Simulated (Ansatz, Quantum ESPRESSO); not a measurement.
**BN (001), zinc blende: a film clamped to its substrate**

A thin film takes the in-plane lattice of its substrate and is free along the normal. How do the free axis and the stress follow the misfit? The strained cell has c along the film normal; unstrained it is a = 2.5342 Å, b = 2.5342 Å, c = 3.5839 Å, α = 90.00°, β = 90.00°, γ = 90.00°, with 4 atoms.

Calculated with Quantum ESPRESSO 7.5, LDA, GBRV 1.5 ultrasoft potentials, cutoff 680 eV, Fermi–Dirac smearing 0.02 eV, k-mesh 11×11×8, no spin polarisation, no spin-orbit coupling.

Relaxed positions at 0 %:

```
atom       x       y       z
   N  0.5000  0.0000  0.7500
   N  0.0000  0.5000  0.2500
   B  0.0000  0.0000  0.0000
   B  0.5000  0.5000  0.5000
```

| ε∥ (%) | a (Å) | c (Å) | ε⊥ (%) | σ (GPa, tension positive) |
| --- | --- | --- | --- | --- |
| −3 | 2.4582 | 3.6334 | 1.382 | −30.91 |
| −1 | 2.5088 | 3.6006 | 0.467 | −9.59 |
| 0 | 2.5342 | 3.5840 | 0.004 | −0.01 |
| 1 | 2.5595 | 3.5672 | −0.465 | 8.88 |
| 2 | 2.5849 | 3.5503 | −0.938 | 17.16 |
| 3 | 2.6102 | 3.5331 | −1.416 | 24.86 |

**Question.** Fit both responses and give the free strain and the stress at −2 %, a row left out above.

Least squares with y = y0 + y1 ε + y2 ε² (ε in %) gives ε⊥ = 0.004 + (−0.4663) ε + (−0.0023) ε² and σ = −0.03 + (9.284) ε + (−0.334) ε² GPa. The linear terms put the ratio of free to applied strain at −0.466 and the biaxial modulus at 928 GPa.

At −2 % the free strain comes out as 0.927 %. The run itself gives 0.926 %, so the estimate misses by 0.001 %, a rounding's worth.

The stress comes out as −19.93 GPa. The run itself gives −19.87 GPa, so the estimate misses by 0.06 GPa; the fitted rows themselves lie up to 0.05 GPa off the law.

For a cubic crystal strained in (001), ε⊥/ε∥ = −R with R = 2C12/C11, the modulus is C11 + C12 − 2C12²/C11 = C11(1 + R/2 − R²/2), so C11 = 826 GPa and C12 = 193 GPa.

The negative ε² term means that the crystal stiffens in compression and softens in tension.

The same fit over all rows at other levels or in other programs gives the strain ratio = −0.460 with PBEsol (Quantum ESPRESSO, GBRV) and −0.458 with PBEsol (Ansatz).

[Logs are printed without paths, hosts, clocks, repeated set-up lines and the standing remarks that a program may print on its own settings, such as how far it seeks lower states.]
